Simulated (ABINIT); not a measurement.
# PbO2 (Fm-3m) in ABINIT: further runs

One crystal, PbO2, is run at these levels: LDA, PBEsol; tasks: single point.

All numbers are computed with ABINIT 10.8.3 (patched build); they aren't measurements. Logs are shortened: lines on timing, memory, paths and dates and some standing lists are left out, and cuts for length are marked. The log counts tension as positive stress, the text compression.

## Step 1: Starting point

The structure is cubic, space group Fm-3m (No. 225). The conventional cell has a = 5.404 Å, b = 5.404 Å, c = 5.404 Å, α = 90.00°, β = 90.00°, γ = 90.00°. Around Pb (site symmetry m-3m) lie 8 O at 2.34 Å. O (site symmetry -43m) has 4 Pb at 2.34 Å as nearest neighbours.

The cell comes from a database or a generator and needn't be the stable form of this composition.

## Step 2: Single point, LDA

File run.abi:

```
# Pseudopotentials
pp_dirpath "./"
pseudos "Pb.upf, O.upf"

# Structure
acell 3*1.0
rprim
     0.0000000000     5.1060248709     5.1060248709
     5.1060248709     0.0000000000     5.1060248709
     5.1060248709     5.1060248709     0.0000000000
ntypat 2
znucl 82 8
natom 3
typat 1 2 2
xred
     0.0000000000     0.0000000000     0.0000000000
     0.7500000000     0.7500000000     0.7500000000
     0.2500000000     0.2500000000     0.2500000000

# Plane-wave basis
ecut 35.0

# k points
kptopt 1
ngkpt 7 7 7
nshiftk 1
shiftk 0.0 0.0 0.0

# Exchange and correlation
ixc 7

# Bands and occupations
nband 17
occopt 3
tsmear 0.05 eV

# SCF cycle
nstep 100
tolvrs 1.0e-10

# Output
iomode 3
prtwf 0
prtden 0
prteig 0
prtebands 0
enunit 1
```

Potentials or basis: PseudoDojo NC SR LDA v0.4.1 standard.

Launch:

```sh
$ abinit run.abi > log 2>&1
```

run.abo:

```text
.Version 10.8.3 of ABINIT
 Symmetries : space group Fm -3 m (#225); Bravais cF (face-center cubic)
================================================================================
 Values of the parameters that define the memory need of the present run
     intxc =       0    ionmov =       0      iscf =       7    lmnmax =       6
     lnmax =       6     mgfft =      40  mpssoang =       3    mqgrid =    3001
     natom =       3  nloc_mem =       1    nspden =       1   nspinor =       1
    nsppol =       1      nsym =      48    n1xccc =    2501    ntypat =       2
    occopt =       3   xclevel =       1
       mpw =        2655          nfft =       64000          nkpt =          20
================================================================================
================================================================================

--------------------------------------------------------------------------------
------------- Echo of variables that govern the present computation ------------
--------------------------------------------------------------------------------
 -outvars: echo values of preprocessed input variables --------
            acell      1.0000000000E+00  1.0000000000E+00  1.0000000000E+00 Bohr
              amu      2.07200000E+02  1.59994000E+01
             ecut      3.50000000E+01 Hartree
           enunit           1
              ixc           7
         kptrlatt        7    0    0      0    7    0      0    0    7
          kptrlen      5.05470674E+01
            natom           3
            nband          17
            ngfft          40      40      40
             nkpt          20
            nstep         100
             nsym          48
           ntypat           2
           occopt           3
           prtden           0
        prtebands           0
           prteig           0
            prtwf           0
            rprim      0.0000000000E+00  5.1060248709E+00  5.1060248709E+00
                       5.1060248709E+00  0.0000000000E+00  5.1060248709E+00
                       5.1060248709E+00  5.1060248709E+00  0.0000000000E+00
          spgroup         225
           tolvrs      1.00000000E-10
           tsmear      1.83746611E-03 Hartree
            typat      1  2  2
           xangst      0.0000000000E+00  0.0000000000E+00  0.0000000000E+00
                       4.0529879972E+00  4.0529879972E+00  4.0529879972E+00
                       1.3509959991E+00  1.3509959991E+00  1.3509959991E+00
            xcart      0.0000000000E+00  0.0000000000E+00  0.0000000000E+00
                       7.6590373063E+00  7.6590373063E+00  7.6590373063E+00
                       2.5530124354E+00  2.5530124354E+00  2.5530124355E+00
             xred      0.0000000000E+00  0.0000000000E+00  0.0000000000E+00
                       7.5000000000E-01  7.5000000000E-01  7.5000000000E-01
                       2.5000000000E-01  2.5000000000E-01  2.5000000000E-01
            znucl       82.00000    8.00000

================================================================================

 chkinp: Checking input parameters for consistency.

================================================================================
== DATASET  1 ==================================================================

--- !DatasetInfo
iteration_state: {dtset: 1, }
dimensions: {natom: 3, nkpt: 20, mband: 17, nsppol: 1, nspinor: 1, nspden: 1, mpw: 2655, }
cutoff_energies: {ecut:  35.0, pawecutdg:  -1.0, }
electrons: {nelect:   2.60000000E+01, charge:   0.00000000E+00, occopt:   3.00000000E+00, tsmear:   1.83746611E-03, }
meta: {optdriver: 0, ionmov: 0, optcell: 0, iscf: 7, paral_kgb: 0, }
...

 Exchange-correlation functional for the present dataset will be:
  LDA: Perdew-Wang 92 LSD fit to Ceperley-Alder data - ixc=7
  J.P.Perdew and Y.Wang, PRB 45, 13244 (1992)

 Real(R)+Recip(G) space primitive vectors, cartesian coordinates (Bohr,Bohr^-1):
 R(1)=  0.0000000  5.1060249  5.1060249  G(1)= -0.0979235  0.0979235  0.0979235
 R(2)=  5.1060249  0.0000000  5.1060249  G(2)=  0.0979235 -0.0979235  0.0979235
 R(3)=  5.1060249  5.1060249  0.0000000  G(3)=  0.0979235  0.0979235 -0.0979235
 Unit cell volume ucvol=  2.6624335E+02 bohr^3
 Angles (23,13,12)=  6.00000000E+01  6.00000000E+01  6.00000000E+01 degrees

 getcut: wavevector=  0.0000  0.0000  0.0000  ngfft=  40  40  40
         ecut(hartree)=     35.000   => boxcut(ratio)=   2.08000

--- Pseudopotential description ------------------------------------------------
- pspini: atom type   1  psp file is ./Pb.upf
12 -1012 2 -1 1638                            pspcod,pspxc,lmax,lloc,mmax
     nproj     2     2     2

- pspini: atom type   2  psp file is ./O.upf
12 -1012 2 -1 926                             pspcod,pspxc,lmax,lloc,mmax
     nproj     2     2     1

   1.47400595E+03                                ecore*ucvol(ha*bohr**3)
--------------------------------------------------------------------------------

================================================================================

--- !BeginCycle
iteration_state: {dtset: 1, }
solver: {iscf: 7, nstep: 100, nline: 4, wfoptalg: 0, }
tolerances: {tolvrs: 1.00E-10, }
...

     iter   Etot(hartree)      deltaE(h)  residm     vres2
 ETOT  1  -102.92117785497    -1.029E+02 2.865E-01 7.189E+02
 ETOT  2  -102.98850764233    -6.733E-02 1.540E-02 7.276E+02
 ETOT  3  -103.19362158038    -2.051E-01 6.944E-03 1.040E+01
 ETOT  4  -103.19632690258    -2.705E-03 1.380E-03 1.802E-01
 ETOT  5  -103.19636449561    -3.759E-05 4.764E-04 7.799E-03
 ETOT  6  -103.19636695022    -2.455E-06 9.572E-04 9.979E-06
 ETOT  7  -103.19636695407    -3.856E-09 1.267E-04 6.442E-07
 ETOT  8  -103.19636695420    -1.225E-10 4.073E-04 2.624E-08
 ETOT  9  -103.19636695420    -6.366E-12 4.234E-05 2.419E-09
 ETOT 10  -103.19636695420     1.890E-12 1.497E-04 5.105E-12

 At SCF step   10       vres2   =  5.11E-12 < tolvrs=  1.00E-10 =>converged.

 Cartesian components of stress tensor (hartree/bohr^3)
  sigma(1 1)=  3.73452738E-04  sigma(3 2)=  0.00000000E+00
  sigma(2 2)=  3.73452738E-04  sigma(3 1)=  0.00000000E+00
  sigma(3 3)=  3.73452738E-04  sigma(2 1)=  0.00000000E+00

--- !ResultsGS
iteration_state: {dtset: 1, }
comment   : Summary of ground state results
lattice_vectors:
- [  0.0000000,   5.1060249,   5.1060249, ]
- [  5.1060249,   0.0000000,   5.1060249, ]
- [  5.1060249,   5.1060249,   0.0000000, ]
lattice_lengths: [   7.22101,    7.22101,    7.22101, ]
lattice_angles: [ 60.000,  60.000,  60.000, ] # degrees, (23, 13, 12)
lattice_volume:   2.6624335E+02
convergence: {deltae:  1.890E-12, res2:  5.105E-12, residm:  1.497E-04, diffor: null, }
etotal    :  -1.03196367E+02
entropy   :   0.00000000E+00
fermie    :   1.40824342E-01
cartesian_stress_tensor: # hartree/bohr^3
- [  3.73452738E-04,   0.00000000E+00,   0.00000000E+00, ]
- [  0.00000000E+00,   3.73452738E-04,   0.00000000E+00, ]
- [  0.00000000E+00,   0.00000000E+00,   3.73452738E-04, ]
pressure_GPa:  -1.0987E+01
xred      :
- [  0.0000E+00,   0.0000E+00,   0.0000E+00, Pb]
- [  7.5000E-01,   7.5000E-01,   7.5000E-01,  O]
- [  2.5000E-01,   2.5000E-01,   2.5000E-01,  O]
cartesian_forces: # hartree/bohr
- [ -0.00000000E+00,  -0.00000000E+00,  -0.00000000E+00, ]
- [ -0.00000000E+00,  -0.00000000E+00,  -0.00000000E+00, ]
- [ -0.00000000E+00,  -0.00000000E+00,  -0.00000000E+00, ]
force_length_stats: {min:   0.00000000E+00, max:   0.00000000E+00, mean:   0.00000000E+00, }
...

 Integrated electronic density in atomic spheres:
 ------------------------------------------------
 Atom  Sphere_radius  Integrated_density
    1        2.00000          9.92232877
    2        2.00000          6.01583715
    3        2.00000          6.01583715
================================================================================

 ----iterations are completed or convergence reached----

 Mean square residual over all n,k,spin=   46.578E-08; max=  14.975E-05
 reduced coordinates (array xred) for    3 atoms
       0.000000000000      0.000000000000      0.000000000000
       0.750000000000      0.750000000000      0.750000000000
       0.250000000000      0.250000000000      0.250000000000
 rms dE/dt=  0.0000E+00; max dE/dt=  0.0000E+00; dE/dt below (all hartree)
    1       0.000000000000      0.000000000000      0.000000000000
    2       0.000000000000      0.000000000000      0.000000000000
    3       0.000000000000      0.000000000000      0.000000000000

 cartesian coordinates (angstrom) at end:
    1      0.00000000000000     0.00000000000000     0.00000000000000
    2      4.05298799722672     4.05298799722672     4.05298799722672
    3      1.35099599907557     1.35099599907557     1.35099599907558

 cartesian forces (hartree/bohr) at end:
    1     -0.00000000000000    -0.00000000000000    -0.00000000000000
    2     -0.00000000000000    -0.00000000000000    -0.00000000000000
    3     -0.00000000000000    -0.00000000000000    -0.00000000000000
 frms,max,avg= 0.0000000E+00 0.0000000E+00   0.000E+00  0.000E+00  0.000E+00 h/b

 cartesian forces (eV/Angstrom) at end:
    1     -0.00000000000000    -0.00000000000000    -0.00000000000000
    2     -0.00000000000000    -0.00000000000000    -0.00000000000000
    3     -0.00000000000000    -0.00000000000000    -0.00000000000000
 frms,max,avg= 0.0000000E+00 0.0000000E+00   0.000E+00  0.000E+00  0.000E+00 e/A
 length scales=  1.000000000000  1.000000000000  1.000000000000 bohr
              =  0.529177210544  0.529177210544  0.529177210544 angstroms
 Fermi (or HOMO) energy (eV) =   3.83203   Average Vxc (eV)= -11.98730
 Eigenvalues (   eV  ) for nkpt=  20  k points:
 kpt#   1, nband= 17, wtk=  0.00292, kpt=  0.0000  0.0000  0.0000 (reduced coord)
 -14.44460  -11.76323  -11.76323  -11.76323  -11.51146  -11.51146  -11.45692    1.01950
   1.84263    1.84263    1.84263    2.60542    2.60542    2.60542   10.58308   10.58308
  10.58308
 prteigrs : prtvol=0 or 1, do not print more k-points.

--- !EnergyTerms
iteration_state     : {dtset: 1, }
comment             : Components of total free energy in Hartree
kinetic             :  5.68437691850693E+01
hartree             :  1.85069923234715E+01
xc                  : -2.79534753996590E+01
Ewald energy        : -7.71957799543104E+01
psp_core            :  5.53631081776048E+00
local_psp           : -5.90927047158161E+01
non_local_psp       : -1.98412349478411E+01
internal            : -1.03196122691325E+02
'-kT*entropy'       : -2.44262874292804E-04
total_energy        : -1.03196366954200E+02
total_energy_eV     : -2.80811620037271E+03
band_energy         : -5.69104531708331E+00
...

 Cartesian components of stress tensor (hartree/bohr^3)
  sigma(1 1)=  3.73452738E-04  sigma(3 2)=  0.00000000E+00
  sigma(2 2)=  3.73452738E-04  sigma(3 1)=  0.00000000E+00
  sigma(3 3)=  3.73452738E-04  sigma(2 1)=  0.00000000E+00

-Cartesian components of stress tensor (GPa)         [Pressure= -1.0987E+01 GPa]
- sigma(1 1)=  1.09873589E+01  sigma(3 2)=  0.00000000E+00
- sigma(2 2)=  1.09873589E+01  sigma(3 1)=  0.00000000E+00
- sigma(3 3)=  1.09873589E+01  sigma(2 1)=  0.00000000E+00

== END DATASET(S) ==============================================================
================================================================================

 -outvars: echo values of variables after computation  --------
            acell      1.0000000000E+00  1.0000000000E+00  1.0000000000E+00 Bohr
           etotal     -1.0319636695E+02
            fcart     -0.0000000000E+00 -0.0000000000E+00 -0.0000000000E+00
                      -0.0000000000E+00 -0.0000000000E+00 -0.0000000000E+00
                      -0.0000000000E+00 -0.0000000000E+00 -0.0000000000E+00
            rprim      0.0000000000E+00  5.1060248709E+00  5.1060248709E+00
                       5.1060248709E+00  0.0000000000E+00  5.1060248709E+00
                       5.1060248709E+00  5.1060248709E+00  0.0000000000E+00
           strten      3.7345273800E-04  3.7345273800E-04  3.7345273800E-04
                       0.0000000000E+00  0.0000000000E+00  0.0000000000E+00
           xangst      0.0000000000E+00  0.0000000000E+00  0.0000000000E+00
                       4.0529879972E+00  4.0529879972E+00  4.0529879972E+00
                       1.3509959991E+00  1.3509959991E+00  1.3509959991E+00
             xred      0.0000000000E+00  0.0000000000E+00  0.0000000000E+00
                       7.5000000000E-01  7.5000000000E-01  7.5000000000E-01
                       2.5000000000E-01  2.5000000000E-01  2.5000000000E-01
 Calculation completed.
```

Wall time 15 s (1 thread of AMD EPYC 9R45 (Zen 5), shared host); peak memory 0.08 GiB.

What came out:

```yaml
Free_energy: -2808.1162 eV
Band_gap_on_the_k_mesh: none (metal or under the smearing width)
Valence_electrons_inside_the_program's_atomic_spheres: Pb 9.92; O 6.02
```

Levels at points of the mesh, in eV from the Fermi level:
| k point | band 9 | band 10 | band 11 | band 12 | band 13 | band 14 | band 15 | band 16 | band 17 |
| --- | --- | --- | --- | --- | --- | --- | --- | --- | --- |
| (0.00, 0.00, 0.00) | -1.99 | -1.99 | -1.99 | -1.23 | -1.23 | -1.23 | 6.75 | 6.75 | 6.75 |

Caveat: the cutoff is too short for stress, so the log's stress isn't used. The run has no spin-orbit coupling, so splittings on Pb are missing.

## Step 3: Single point, PBEsol

File run.abi:

```
# Pseudopotentials
pp_dirpath "./"
pseudos "Pb.upf, O.upf"

# Structure
acell 3.8211937318 3.8211937318 3.8211937318 Angstrom
rprim
     0.0000000000     0.7071067812     0.7071067812
     0.7071067812     0.0000000000     0.7071067812
     0.7071067812     0.7071067812     0.0000000000
ntypat 2
znucl 82 8
natom 3
typat 1 2 2
xred
     0.0000000000     0.0000000000     0.0000000000
     0.7500000000     0.7500000000     0.7500000000
     0.2500000000     0.2500000000     0.2500000000

# Plane-wave basis
ecut 979.609905 eV

# k points
kptopt 1
ngkpt 7 7 7
nshiftk 1
shiftk 0.0 0.0 0.0

# Exchange and correlation
ixc -116133

# Bands and occupations
nband 17
occopt 3
tsmear 0.05 eV

# SCF cycle
nstep 100
tolvrs 1.0e-10

# Output
iomode 3
prtwf 0
prteig 0
prtebands 0
enunit 1
prtden 1
prtvha 1
prtvclmb 1
prtpot 1
prtelf 1
```

Potentials or basis: PseudoDojo NC SR PBEsol v0.4.1 standard.

Launch:

```sh
$ mpirun --bind-to none -np 4 abinit run.abi > log 2>&1
```

Wall time 8 s (4 MPI ranks of Arm Neoverse V2, shared host); peak memory 0.28 GiB.

It converged, with:

```yaml
Free_energy: -2807.0757 eV
Pressure: -5.8 GPa
Band_gap_on_the_k_mesh: none (metal or under the smearing width)
Valence_electrons_inside_the_program's_atomic_spheres: Pb 9.92; O 6.03
```

Levels at points of the mesh, in eV from the Fermi level:
```
           k point  band 10  band 11  band 12  band 13  band 14  band 15  band 16  band 17
(0.00, 0.00, 0.00)    -2.00    -2.00    -1.22    -1.22    -1.22     6.84     6.84     6.84
```

Caveat: the cutoff is short for stress, so the pressure is rough. Spin-orbit coupling is left out, which matters for the levels of Pb.

## Step 4: Single point, LDA

File run.abi:

```
pp_dirpath "./"
pseudos "Pb.upf, O.upf"

acell 3*1.0
rprim
     0.0000000000     5.1060248709     5.1060248709
     5.1060248709     0.0000000000     5.1060248709
     5.1060248709     5.1060248709     0.0000000000
ntypat 2
znucl 82 8
natom 3
typat 1 2 2
xred
     0.0000000000     0.0000000000     0.0000000000
     0.7500000000     0.7500000000     0.7500000000
     0.2500000000     0.2500000000     0.2500000000

ecut 952.398519 eV

kptopt 1
ngkpt 7 7 7
nshiftk 1
shiftk 0.0 0.0 0.0

ixc 7

nband 17
occopt 3
tsmear 0.05 eV

nstep 100
tolvrs 1.0e-10

iomode 3
prtwf 0
prtden 0
prteig 0
prtebands 0
enunit 1
```

Potentials or basis: PseudoDojo NC SR LDA v0.4.1 standard.

Launch:

```sh
$ abinit run.abi > log 2>&1
```

It took 26 s on 1 thread of Arm Neoverse V2, shared host; peak memory 0.08 GiB.

The run converged. Its results:

```yaml
Free_energy: -2808.1162 eV
Band_gap_on_the_k_mesh: none (metal or under the smearing width)
Valence_electrons_inside_the_program's_atomic_spheres: Pb 9.92; O 6.02
```

Levels at points of the mesh, in eV from the Fermi level:
| k point | band 10 | band 11 | band 12 | band 13 | band 14 | band 15 | band 16 | band 17 |
| --- | --- | --- | --- | --- | --- | --- | --- | --- |
| (0.00, 0.00, 0.00) | -1.99 | -1.99 | -1.23 | -1.23 | -1.23 | 6.75 | 6.75 | 6.75 |

Caveat: the cutoff is too short for stress, so the log's stress isn't used.

[end of part 1 of 2]
